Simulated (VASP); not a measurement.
EuS:

```
Eu S
1.0
     0.00000    2.97850    2.97850
     2.97850    0.00000    2.97850
     2.97850    2.97850    0.00000
Eu S
1 1
Direct
  0.00000 0.00000 0.00000
  0.50000 0.50000 0.50000
```

Base run:

```yaml
Program: VASP 6.6.1
Functional: PBEsol
Potentials_or_basis: VASP PAW PBE potentials, release 64 (Eu, S)
Cutoff: 520 eV
k_mesh: 10 × 10 × 10
Occupations: fermi-dirac, width 0.05 eV
Spin: collinear spin, ferromagnetic start
Starting_moments: "[7.0, 0.0] μB"
Hubbard_terms: Eu f U = 6 eV
```

Its results: band gap on the k mesh 0.28 eV, indirect (least direct gap 0.56 eV); pressure -1.9 GPa; net moment 7.00 μB per cell; site moments Eu +6.73; S -0.07 μB.

The run is repeated on the same cell with these changes: hubbard terms from Eu f U = 6 eV to none. What comes out?

Band gap on the k mesh none (metal or under the smearing width); pressure -5.8 GPa; net moment 6.97 μB per cell; site moments Eu +6.59; S -0.07 μB.

The U term pushes filled and empty states of the shell apart.

Caveats: the PAW data sets were made with another functional, which shifts forces and pressure a little; spin-orbit coupling is left out, which moves the levels of the heavy elements; a cell with one magnetic atom can't hold antiferromagnetic order, which such compounds often take; without U or exact exchange the open f shell lies at the Fermi level, which spoils levels, moments and volumes (some runs).

A k mesh can miss the band edges.
